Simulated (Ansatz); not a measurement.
Set up this calculation in Ansatz 0.2.0, as the native input.

```
Task                : density of states
Functional          : PBE
Potentials or basis : all-electron LAPW, scalar-relativistic
Cutoff              : 329 eV (chosen from the basis error)
Basis error allowed : 0.001 eV/atom
k mesh              : 11 × 11 × 11
Occupations         : fermi-dirac, width 0.05 eV
Spin                : no spin polarisation
Hubbard terms       : Cu d U = 4 eV
```

Cu:

```
CELL_PARAMETERS angstrom
1.21846 -3.97638 0.00000
1.21846 3.97638 0.00000
0.00000 0.00000 2.47550
ATOMIC_POSITIONS crystal
Cu 0.86613 0.13387 0.75000
Cu 0.13387 0.86613 0.25000
```

This isn't the form of Cu at room conditions, which is fcc.

These files were run (other wordings do the same):

input.yaml

```yaml
crystal:
  lattice:
    - [1.21846369, -3.9763780104, 0.0]
    - [1.21846369, 3.9763780104, 0.0]
    - [0.0, 0.0, 2.4754955235]
  atoms:
    - { symbol: Cu, position: [0.86613335, 0.13386665, 0.75] }
    - { symbol: Cu, position: [0.13386665, 0.86613335, 0.25] }
kpoints:
  mp_grid: { grid: [11, 11, 11] }
scf:
  occupations: { method: fermi_dirac, width: 0.05 }
hamiltonian:
  xc: pbe
  pseudopotentials: { kind: all_electron, lapw: { basis_error: 0.001 } }
  hubbard:
    sites: [{ species: Cu, l: d, u_eff: 4 }]
    double_counting: fll
    projectors: ortho-atomic
output:
  forces: true
  stress: true
  eigenvalues: true
  dos: { projected: false, de: 0.1, e_range: [-20, 6] }
  hubbard: {}
```

Potentials or basis: all-electron LAPW, scalar-relativistic.

Run with:

```bash
$ ansatz run input.yaml --threads 1 --pin off --max-ram 3072MiB --backend cpu --events-out ev --progress --plain --runs-dir out
```

Results of the run:

The pressure is 8.2 GPa and the largest force is 0.043 eV/Å. The band gap on the k mesh is none (metal or under the smearing width).

Caveat: U is the effective U less J, on atomic orbitals that reach past the spheres; U without spin polarisation on a metal has little footing; the U is typed as a test and isn't derived for this compound.

Run time: 64 s on 1 thread of Arm Neoverse V1, on a shared host, peak memory 0.7 GiB.
